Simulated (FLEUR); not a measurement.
Si in FLEUR: convergence with muffin-tin radii scaled

Si:

```
CELL_PARAMETERS angstrom
2.62054 0.00000 0.00000
-1.31027 2.26946 0.00000
0.00000 0.00000 2.46635
ATOMIC_POSITIONS crystal
Si 0.00000 0.00000 0.00000
```

This isn't the form of Si at room conditions, which is diamond.

```yaml
Program: FLEUR MaX-R8.1 (later development tree)
Task: convergence study
Functional: PBE
Potentials_or_basis: all-electron
Basis: FLAPW
Kmax: 4.54 1/bohr
k_mesh: 10 × 10 × 9
Occupations: fermi-dirac, width 0.05 eV
Spin: no spin polarisation
```

These are the settings of the first run; the series varies muffin-tin radii scaled, with any setting tied to it.

Hardware: 1 thread of Arm Neoverse V2 (shared host).

The values tried are 0.75, 0.8, 0.85, 0.9, 0.95, 1, loosest first. From which on does the energy stay within 1 meV/atom of the tightest run that finished?

From 0.95 on.

```
muffin-tin radii scaled  energy less the tightest run, at zero smearing (meV/atom)  SCF cycles  CPU time (s)  peak memory (GiB)
                   0.75                                                      58.72          12            15               0.05
                    0.8                                                      19.51          12            15               0.05
                   0.85                                                       6.19          12            16               0.05
                    0.9                                                       1.72          12            15               0.05
                   0.95                                                       0.31          12            15               0.05
                      1                                                       0.00          12            15               0.05
```

The tightest run that finished is the yardstick and may itself not be fully converged.
